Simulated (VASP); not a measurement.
InAs, 2 atoms in the cell. Symmetry: F-43m, No. 216, cubic system. The conventional cell has a = 6.036 Å, b = 6.036 Å, c = 6.036 Å, α = 90.00°, β = 90.00°, γ = 90.00°. Around In (site symmetry -43m) lie 4 As at 2.61 Å. As (site symmetry -43m) is surrounded by 4 In at 2.61 Å. 

| Quantity | Value |
| --- | --- |
| Program | VASP 6.6.1 |
| Task | single point |
| Functional | PBEsol |
| Potentials or basis | VASP PAW PBE potentials, release 64 (In_d, As) |
| Cutoff | 520 eV |
| k mesh | 8 × 8 × 8 |
| Occupations | gaussian, width 0.05 eV |
| Spin | no spin polarisation |
| Further INCAR settings | ALGO = Fast; EDIFF = 1.00e-07 |

Potentials or basis: VASP PAW PBE potentials, release 64 (In_d, As).

The run is started by

```sh
$ python run.py
```

Hardware: 1 thread of Intel(R) Xeon(R) Platinum 8488C (Sapphire Rapids), with other jobs on the host.

Question: How long does it take, and how much memory?

Answer: Wall time 35 s on 1 thread of Intel(R) Xeon(R) Platinum 8488C (Sapphire Rapids), with other jobs on the host, peak memory 0.18 GiB. Counts: scf iterations 18, k points 29.
